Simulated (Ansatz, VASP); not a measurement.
Two plane-wave programs on CdS

```xyz
2
Lattice="0.0000 2.9632 2.9632 2.9632 0.0000 2.9632 2.9632 2.9632 0.0000" Properties=species:S:1:pos:R:3 pbc="T T T"
Cd    0.0000    0.0000    0.0000
S     1.4816    1.4816    1.4816
```

Alike in both runs: task relaxation of cell and atoms; functional PBE; dispersion D3(BJ); k mesh 8 × 8 × 8; occupations gaussian, width 0.02 eV; no spin polarisation.

```csv
,VASP,Ansatz
version,VASP 6.6.1,Ansatz 0.2.0
potentials or method,"VASP PAW PBE potentials, release 64 (Cd, S)","scalar-relativistic, plane waves, PAW"
plane-wave cutoff (eV),600,420
valence electrons in the cell,18,26
```

Ansatz gave:

- gap on the k mesh at the Fermi level, each at its own relaxed structure (eV): 1.12
- relaxed volume (Å³/atom): 25.06
- relaxed cell length with the largest relative difference (Å): 4.139
- energy change over the relaxation (meV/atom): -6

Q: Which values does VASP return?

A: gap on the k mesh at the Fermi level, each at its own relaxed structure (eV): 1.12; relaxed volume (Å³/atom): 25.19; relaxed cell length with the largest relative difference (Å): 4.146; energy change over the relaxation (meV/atom): -5.

The two sets of potentials don't hold the same shells in valence.

As with any semilocal functional, this PBE gap is likely too small.
